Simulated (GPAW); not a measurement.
BaTiO3:

```xyz
5
Lattice="3.9998 0.0000 0.0000 0.0000 3.9998 0.0000 0.0000 0.0000 4.0180" Properties=species:S:1:pos:R:3 pbc="T T T"
Ba    0.0000    0.0000    0.0000
Ti    1.9999    1.9999    1.9688
O     0.0000    1.9999    2.0773
O     1.9999    0.0000    2.0773
O     1.9999    1.9999    0.0763
```

* Program: GPAW 26.7.0
* Task: relaxation of cell and atoms
* Functional: RPBE
* Dispersion: D3
* Potentials or basis: the program's PAW data sets (release 1.2.1) made for this functional
* Cutoff: 800 eV
* Basis: pw
* k mesh: 4 × 4 × 4
* Occupations: fermi-dirac, width 0.05 eV
* Spin: no spin polarisation

At the start: pressure 4.6 GPa; volume 12.86 Å³/atom.

**Question.** How do energy, volume and symmetry change on relaxing?

**Answer.** Over 26 steps the energy falls by 14.9 meV/atom and the volume is 13.59 Å³/atom (+5.7 %); space group P4mm (No. 99, to 0.05 Å).

Step by step:
```tsv
step	energy change (eV)	largest force (eV/Å)	pressure (GPa)	volume (Å³)
1	0.0000	0.2489	4.59	64.28
2	-0.0052	0.2333	4.27	64.42
3	-0.0142	0.2047	3.67	64.70
4	-0.0251	0.1645	2.86	65.09
5	-0.0356	0.1405	1.94	65.58
6	-0.0440	0.1034	1.00	66.12
7	-0.0493	0.0811	0.13	66.68
8	-0.0523	0.0994	-0.58	67.20
9	-0.0541	0.1065	-1.18	67.67
10	-0.0563	0.0983	-1.64	68.04
11	-0.0606	0.0724	-1.84	68.26
12	-0.0665	0.0672	-1.62	68.28
13	-0.0722	0.0376	-0.80	68.06
14	-0.0735	0.0844	0.57	67.68
15	-0.0737	0.0659	0.50	67.70
16	-0.0739	0.0502	0.39	67.73
17	-0.0741	0.0416	0.25	67.77
18	-0.0743	0.0386	0.11	67.81
19	-0.0744	0.0484	0.01	67.86
20	-0.0746	0.0456	-0.06	67.90
21	-0.0746	0.0284	-0.08	67.94
22	-0.0746	0.0274	-0.08	67.94
23	-0.0746	0.0255	-0.07	67.94
24	-0.0746	0.0228	-0.07	67.93
25	-0.0747	0.0194	-0.06	67.93
26	-0.0747	0.0155	-0.05	67.93
```

Final structure:
```xyz
5
Lattice="4.0013 0.0000 0.0000 0.0000 4.0013 0.0000 0.0000 0.0000 4.2429" Properties=species:S:1:pos:R:3 pbc="T T T"
Ba    0.0000    0.0000   -0.0496
Ti    2.0006    2.0006    1.9957
O     0.0000    2.0006    2.2117
O     2.0006    0.0000    2.2117
O     2.0006    2.0006    0.1785
```

Caveat: the k mesh is coarse; later steps reuse the first step's grids.
